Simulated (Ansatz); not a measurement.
A crystal relaxed with r2SCAN in Ansatz 0.2.0 has space group F-43m (No. 216) and a = 4.370 Å.

```json
{"atom": "Xx", "site": "4a", "x": "0.0000", "y": "0.0000", "z": "0.0000"}
{"atom": "N", "site": "4d", "x": "0.2500", "y": "0.2500", "z": "0.7500"}
```

The r2SCAN gap is indirect, 3.94 eV (Γ to X), below the direct gap of 4.84 eV at Γ. HSE06 gives an indirect gap of 4.55 eV, from Γ to X; the least direct gap is 5.55 eV at Γ. With PBE the valence top lies at Γ and the conduction bottom at X, 3.33 eV higher; the smallest vertical gap, at Γ, is 4.18 eV. Meshes: r2SCAN 10×10×10, HSE06 8×8×8, PBE 10×10×10. r2SCAN's ε∞ is 4.3 in all directions.

Question: Which element is Xx?
A. B
B. Ga
C. Tl
D. Al

Answer: D. Xx is Al: AlN (zincblende). Al has 4 N at 1.89 Å; N has 4 Al at 1.89 Å.

The values are computed, spin-unpolarised, and not measurements.

The meshes of the hybrids are coarse, so their gaps aren't converged to the digits shown.
